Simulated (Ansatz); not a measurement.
**Magnetic states of chromium, diamond**

Theory: Ansatz 0.2.0, DFT, RPBE, plane waves (420 eV) with PAW, scalar-relativistic. The PAW files were generated under PBE, with cores re-solved for the functional.

Each start was relaxed and then solved on a dense mesh, with Fermi-Dirac smearing of 0.05 eV (0.1 eV in a metal without spin) extrapolated to zero. Rows within 2 meV/atom of each other tie.

(1) Where does each start end, and how do the energies compare? Starts: non-magnetic; antiferromagnetic.

Answers

(1) 
```csv
start,ends,ΔE (meV/atom),V (Å³/atom)
antiferromagnetic,"antiferromagnetic, largest moment 3.00 μB in the atomic sphere",0.0,22.09
non-magnetic,spin not included,378.2,17.12
```
